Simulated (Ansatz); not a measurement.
# Ti: the cost of one run

Program: Ansatz 0.2.0 (single point, PBE, plane waves PAW). Host: Arm Neoverse N1, 56 cores, 56 hardware threads, 90 GiB; it was booked for these runs alone, one at a time. Each run is timed once from launch to exit, start-up included.

### Step 1. The system

The cell holds 135 atoms in 2298 Å³, 3×3×5 copies of a database cell.

### Step 2. The reference run

Contents of input.yaml:

```yaml
crystal:
  lattice:
    - [13.702125, 0.000000, 0.000000]
    - [-6.851061, 11.866389, 0.000000]
    - [0.000000, 0.000000, 14.131220]
  atoms:
    - { symbol: Ti, position: [0.000000, 0.000000, 0.000000] }
    - { symbol: Ti, position: [0.111111, 0.222222, 0.100000] }
    - { symbol: Ti, position: [0.222222, 0.111111, 0.100000] }
    - { symbol: Ti, position: [0.000000, 0.000000, 0.200000] }
    - { symbol: Ti, position: [0.111111, 0.222222, 0.300000] }
    - { symbol: Ti, position: [0.222222, 0.111111, 0.300000] }
    - { symbol: Ti, position: [0.000000, 0.000000, 0.400000] }
    - { symbol: Ti, position: [0.111111, 0.222222, 0.500000] }
    - { symbol: Ti, position: [0.222222, 0.111111, 0.500000] }
    - { symbol: Ti, position: [0.000000, 0.000000, 0.600000] }
    - { symbol: Ti, position: [0.111111, 0.222222, 0.700000] }
    - { symbol: Ti, position: [0.222222, 0.111111, 0.700000] }
    - { symbol: Ti, position: [0.000000, 0.000000, 0.800000] }
    - { symbol: Ti, position: [0.111111, 0.222222, 0.900000] }
    - { symbol: Ti, position: [0.222222, 0.111111, 0.900000] }
    - { symbol: Ti, position: [0.000000, 0.333333, 0.000000] }
    - { symbol: Ti, position: [0.111111, 0.555556, 0.100000] }
    - { symbol: Ti, position: [0.222222, 0.444444, 0.100000] }
    - { symbol: Ti, position: [0.000000, 0.333333, 0.200000] }
    - { symbol: Ti, position: [0.111111, 0.555556, 0.300000] }
    - { symbol: Ti, position: [0.222222, 0.444444, 0.300000] }
    - { symbol: Ti, position: [0.000000, 0.333333, 0.400000] }
    - { symbol: Ti, position: [0.111111, 0.555556, 0.500000] }
    - { symbol: Ti, position: [0.222222, 0.444444, 0.500000] }
    - { symbol: Ti, position: [0.000000, 0.333333, 0.600000] }
    - { symbol: Ti, position: [0.111111, 0.555556, 0.700000] }
    - { symbol: Ti, position: [0.222222, 0.444444, 0.700000] }
    - { symbol: Ti, position: [0.000000, 0.333333, 0.800000] }
    - { symbol: Ti, position: [0.111111, 0.555556, 0.900000] }
    - { symbol: Ti, position: [0.222222, 0.444444, 0.900000] }
    - { symbol: Ti, position: [0.000000, 0.666667, 0.000000] }
    - { symbol: Ti, position: [0.111111, 0.888889, 0.100000] }
    - { symbol: Ti, position: [0.222222, 0.777778, 0.100000] }
    - { symbol: Ti, position: [0.000000, 0.666667, 0.200000] }
    - { symbol: Ti, position: [0.111111, 0.888889, 0.300000] }
    - { symbol: Ti, position: [0.222222, 0.777778, 0.300000] }
    - { symbol: Ti, position: [0.000000, 0.666667, 0.400000] }
    - { symbol: Ti, position: [0.111111, 0.888889, 0.500000] }
    - { symbol: Ti, position: [0.222222, 0.777778, 0.500000] }
    - { symbol: Ti, position: [0.000000, 0.666667, 0.600000] }
    - { symbol: Ti, position: [0.111111, 0.888889, 0.700000] }
    - { symbol: Ti, position: [0.222222, 0.777778, 0.700000] }
    - { symbol: Ti, position: [0.000000, 0.666667, 0.800000] }
    - { symbol: Ti, position: [0.111111, 0.888889, 0.900000] }
    - { symbol: Ti, position: [0.222222, 0.777778, 0.900000] }
    - { symbol: Ti, position: [0.333333, 0.000000, 0.000000] }
    - { symbol: Ti, position: [0.444444, 0.222222, 0.100000] }
    - { symbol: Ti, position: [0.555556, 0.111111, 0.100000] }
    - { symbol: Ti, position: [0.333333, 0.000000, 0.200000] }
    - { symbol: Ti, position: [0.444444, 0.222222, 0.300000] }
    - { symbol: Ti, position: [0.555556, 0.111111, 0.300000] }
    - { symbol: Ti, position: [0.333333, 0.000000, 0.400000] }
    - { symbol: Ti, position: [0.444444, 0.222222, 0.500000] }
    - { symbol: Ti, position: [0.555556, 0.111111, 0.500000] }
    - { symbol: Ti, position: [0.333333, 0.000000, 0.600000] }
    - { symbol: Ti, position: [0.444444, 0.222222, 0.700000] }
    - { symbol: Ti, position: [0.555556, 0.111111, 0.700000] }
    - { symbol: Ti, position: [0.333333, 0.000000, 0.800000] }
    - { symbol: Ti, position: [0.444444, 0.222222, 0.900000] }
    - { symbol: Ti, position: [0.555556, 0.111111, 0.900000] }
    - { symbol: Ti, position: [0.333333, 0.333333, 0.000000] }
    - { symbol: Ti, position: [0.444444, 0.555556, 0.100000] }
    - { symbol: Ti, position: [0.555556, 0.444444, 0.100000] }
    - { symbol: Ti, position: [0.333333, 0.333333, 0.200000] }
    - { symbol: Ti, position: [0.444444, 0.555556, 0.300000] }
    - { symbol: Ti, position: [0.555556, 0.444444, 0.300000] }
    - { symbol: Ti, position: [0.333333, 0.333333, 0.400000] }
    - { symbol: Ti, position: [0.444444, 0.555556, 0.500000] }
    - { symbol: Ti, position: [0.555556, 0.444444, 0.500000] }
    - { symbol: Ti, position: [0.333333, 0.333333, 0.600000] }
    - { symbol: Ti, position: [0.444444, 0.555556, 0.700000] }
    - { symbol: Ti, position: [0.555556, 0.444444, 0.700000] }
    - { symbol: Ti, position: [0.333333, 0.333333, 0.800000] }
    - { symbol: Ti, position: [0.444444, 0.555556, 0.900000] }
    - { symbol: Ti, position: [0.555556, 0.444444, 0.900000] }
    - { symbol: Ti, position: [0.333333, 0.666667, 0.000000] }
    - { symbol: Ti, position: [0.444444, 0.888889, 0.100000] }
    - { symbol: Ti, position: [0.555556, 0.777778, 0.100000] }
    - { symbol: Ti, position: [0.333333, 0.666667, 0.200000] }
    - { symbol: Ti, position: [0.444444, 0.888889, 0.300000] }
    - { symbol: Ti, position: [0.555556, 0.777778, 0.300000] }
    - { symbol: Ti, position: [0.333333, 0.666667, 0.400000] }
    - { symbol: Ti, position: [0.444444, 0.888889, 0.500000] }
    - { symbol: Ti, position: [0.555556, 0.777778, 0.500000] }
    - { symbol: Ti, position: [0.333333, 0.666667, 0.600000] }
    - { symbol: Ti, position: [0.444444, 0.888889, 0.700000] }
    - { symbol: Ti, position: [0.555556, 0.777778, 0.700000] }
    - { symbol: Ti, position: [0.333333, 0.666667, 0.800000] }
    - { symbol: Ti, position: [0.444444, 0.888889, 0.900000] }
    - { symbol: Ti, position: [0.555556, 0.777778, 0.900000] }
    - { symbol: Ti, position: [0.666667, 0.000000, 0.000000] }
    - { symbol: Ti, position: [0.777778, 0.222222, 0.100000] }
    - { symbol: Ti, position: [0.888889, 0.111111, 0.100000] }
    - { symbol: Ti, position: [0.666667, 0.000000, 0.200000] }
    - { symbol: Ti, position: [0.777778, 0.222222, 0.300000] }
    - { symbol: Ti, position: [0.888889, 0.111111, 0.300000] }
    - { symbol: Ti, position: [0.666667, 0.000000, 0.400000] }
    - { symbol: Ti, position: [0.777778, 0.222222, 0.500000] }
    - { symbol: Ti, position: [0.888889, 0.111111, 0.500000] }
    - { symbol: Ti, position: [0.666667, 0.000000, 0.600000] }
    - { symbol: Ti, position: [0.777778, 0.222222, 0.700000] }
    - { symbol: Ti, position: [0.888889, 0.111111, 0.700000] }
    - { symbol: Ti, position: [0.666667, 0.000000, 0.800000] }
    - { symbol: Ti, position: [0.777778, 0.222222, 0.900000] }
    - { symbol: Ti, position: [0.888889, 0.111111, 0.900000] }
    - { symbol: Ti, position: [0.666667, 0.333333, 0.000000] }
    - { symbol: Ti, position: [0.777778, 0.555556, 0.100000] }
    - { symbol: Ti, position: [0.888889, 0.444444, 0.100000] }
    - { symbol: Ti, position: [0.666667, 0.333333, 0.200000] }
    - { symbol: Ti, position: [0.777778, 0.555556, 0.300000] }
    - { symbol: Ti, position: [0.888889, 0.444444, 0.300000] }
    - { symbol: Ti, position: [0.666667, 0.333333, 0.400000] }
    - { symbol: Ti, position: [0.777778, 0.555556, 0.500000] }
    - { symbol: Ti, position: [0.888889, 0.444444, 0.500000] }
    - { symbol: Ti, position: [0.666667, 0.333333, 0.600000] }
    - { symbol: Ti, position: [0.777778, 0.555556, 0.700000] }
    - { symbol: Ti, position: [0.888889, 0.444444, 0.700000] }
    - { symbol: Ti, position: [0.666667, 0.333333, 0.800000] }
    - { symbol: Ti, position: [0.777778, 0.555556, 0.900000] }
    - { symbol: Ti, position: [0.888889, 0.444444, 0.900000] }
    - { symbol: Ti, position: [0.666667, 0.666667, 0.000000] }
    - { symbol: Ti, position: [0.777778, 0.888889, 0.100000] }
    - { symbol: Ti, position: [0.888889, 0.777778, 0.100000] }
    - { symbol: Ti, position: [0.666667, 0.666667, 0.200000] }
    - { symbol: Ti, position: [0.777778, 0.888889, 0.300000] }
    - { symbol: Ti, position: [0.888889, 0.777778, 0.300000] }
    - { symbol: Ti, position: [0.666667, 0.666667, 0.400000] }
    - { symbol: Ti, position: [0.777778, 0.888889, 0.500000] }
    - { symbol: Ti, position: [0.888889, 0.777778, 0.500000] }
    - { symbol: Ti, position: [0.666667, 0.666667, 0.600000] }
    - { symbol: Ti, position: [0.777778, 0.888889, 0.700000] }
    - { symbol: Ti, position: [0.888889, 0.777778, 0.700000] }
    - { symbol: Ti, position: [0.666667, 0.666667, 0.800000] }
    - { symbol: Ti, position: [0.777778, 0.888889, 0.900000] }
    - { symbol: Ti, position: [0.888889, 0.777778, 0.900000] }
kpoints:
  mp_grid: { grid: [2, 2, 2] }
basis: { ecutwfc: 600 }
hamiltonian:
  xc: pbe
scf:
  occupations: { method: methfessel_paxton, width: 0.2 }
output: { forces: true, stress: true, eigenvalues: true }
```

Command:

```console
$ taskset -c 8-63 ansatz run input.yaml --backend cpu --max-ram 64GiB --events-out ev --progress --plain --runs-dir out
```

Q: Estimate wall time and peak memory on 56 threads of Arm Neoverse N1, host not shared.

About 1.7 min, with a peak of 48 GiB.
